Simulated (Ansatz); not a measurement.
# TaAs: the cost of one run

Method: DFT PBEsol, scalar-relativistic, plane waves, PAW, in Ansatz 0.2.0.

## Step 1: The structure to begin with

It takes space group P6/mmm (No. 191, hexagonal). The conventional cell has a = 5.185 Å, b = 5.185 Å, c = 2.908 Å, α = 90.00°, β = 90.00°, γ = 120.00°. Ta (site symmetry 6/mmm) has 6 N at 2.59 Å and 2 Ta at 2.91 Å as nearest neighbours. Ta (site symmetry -6m2) has 6 N at 2.09 Å as nearest neighbours. Around N (site symmetry mmm) lie 6 Ta at 2.09 to 2.59 Å.

Structure file:

```
CELL_PARAMETERS angstrom
5.18500 0.00000 0.00000
-2.59250 4.49034 0.00000
0.00000 0.00000 2.90800
ATOMIC_POSITIONS crystal
Ta 0.00000 0.00000 0.00000
Ta 0.33333 0.66667 0.50000
Ta 0.66667 0.33333 0.50000
N 0.50000 0.00000 0.00000
N 0.50000 0.50000 0.00000
N 0.00000 0.50000 0.00000
```

The structure comes from the Crystallography Open Database.

## Step 2: Substitution of an element, cell strained: N → As, first probe

Against the listed cell: As takes all sites of N, and lengths are scaled by 1.120 as a first guess of the size; strain xx, yy, zz, yz, xz, xy = -1.1, -1.1, +7.9, +0.0, +0.0, +0.0 %.

Input file input.yaml:

```yaml
crystal:
  lattice:
    - [5.7392574319, 0.0, 0.0]
    - [-2.869628716, 4.9703427349, 0.0]
    - [0.0, 0.0, 3.5118510507]
  atoms:
    - { symbol: Ta, position: [0.0, 0.0, 0.0] }
    - { symbol: Ta, position: [0.3333333333, 0.6666666667, 0.5] }
    - { symbol: Ta, position: [0.6666666667, 0.3333333333, 0.5] }
    - { symbol: As, position: [0.5, 0.0, 0.0] }
    - { symbol: As, position: [0.5, 0.5, 0.0] }
    - { symbol: As, position: [0.0, 0.5, 0.0] }
basis:
  ecutwfc: 420
kpoints:
  mp_grid: { grid: [6, 6, 6] }
hamiltonian:
  xc: pbesol
scf:
  occupations: { method: gaussian, width: 0.1 }
output:
  forces: true
  stress: true
  eigenvalues: true
```

What time and memory should one allow on 1 thread of an Arm CPU, shared host?

About 15 s, with a peak of 0.41 GiB.
